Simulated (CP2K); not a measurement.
Runs of CP2K 2026.2 on TiAl3. Symmetry: I4/mmm, No. 139, tetragonal system. Conventional cell: a = 3.822 Å, b = 3.822 Å, c = 8.561 Å, α = 90.00°, β = 90.00°, γ = 90.00°. Ti (site symmetry 4/mmm) is surrounded by 12 Al at 2.70 to 2.87 Å. Al (site symmetry -4m2) is surrounded by 8 Al at 2.70 to 2.87 Å and 4 Ti at 2.87 Å. Around Al (site symmetry 4/mmm) lie 4 Ti at 2.70 Å and 8 Al at 2.87 Å. The cell comes from a database or a generator and needn't be the stable form of this composition.

| level | gap on the mesh (eV) | pressure (GPa) |
| --- | --- | --- |
| PW91 | none | 2.0 |
| WC | none | 0.9 |
| PBEsol | none | 0.9 |
| LDA | none | -0.1 |
| SCAN | none | (a) |

Alike in all rows: task single point; potentials or basis POTENTIAL_UZH Ti GTH-PBE-q12, Al GTH-PBE-q3; TZVP-MOLOPT-PBE-GTH basis; no spin polarisation; cell as given; k mesh 10 × 10 × 10; smearing fermi-dirac 0.05 eV.

Problem. Estimate the missing entries.

Solution. (a) 1.3.

Caveats: the potentials were made for another functional, which shifts forces and pressure; the basis of atomic orbitals isn't converged, which shifts pressures, moduli and gaps.

A gap of «none» marks a metal or a gap under the smearing width.

Runs at the PBE level aren't shown here.
